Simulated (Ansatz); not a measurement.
A 4-atom cell of MgS (P6_3mc) from a materials database, relaxed with r2SCAN: the symmetry is P6_3mc (No. 186, hexagonal); conventional cell a = 4.029 Å, c = 6.454 Å, 22.68 Å³ an atom. Around Mg lie 4 S at 2.45–2.46 Å; around S lie 4 Mg at 2.45–2.46 Å. One-shot G0W0@r2SCAN in Ansatz 0.2.0 on a 6×6×2 mesh (contour deformation, no spin-orbit coupling), from an r2SCAN gap of 4.147 eV over the mesh points (the G0W0 gap is direct on the mesh); the number N of bands summed and the screening cutoff rise together. The values are computed, spin-unpolarised, and not measurements.

```tsv
N	cutoff (eV)	1000/N	G0W0 gap (eV)
163	80	6.135	5.281
357	140	2.801	5.407
```

Lay a straight line in 1000/N through these rows.
The slope is -0.0378 eV per unit of 1000/N and the intercept 5.513 eV.

Predict the gap at N = 642 (210 eV).
5.513 + (-0.0378) × 1.558 = 5.454 eV; the run gives 5.468 eV, +0.014 eV from the line.

With that run's result added, what limit do the last two rows suggest?
Their slope is (5.468 − 5.407)/(1.558 − 2.801) = -0.0491, which meets 1/N = 0 at 5.54 eV, against 5.513 eV from the first line. The slope steepens, so 1/N isn't yet asymptotic and the true limit probably lies higher still; the k mesh isn't extrapolated.
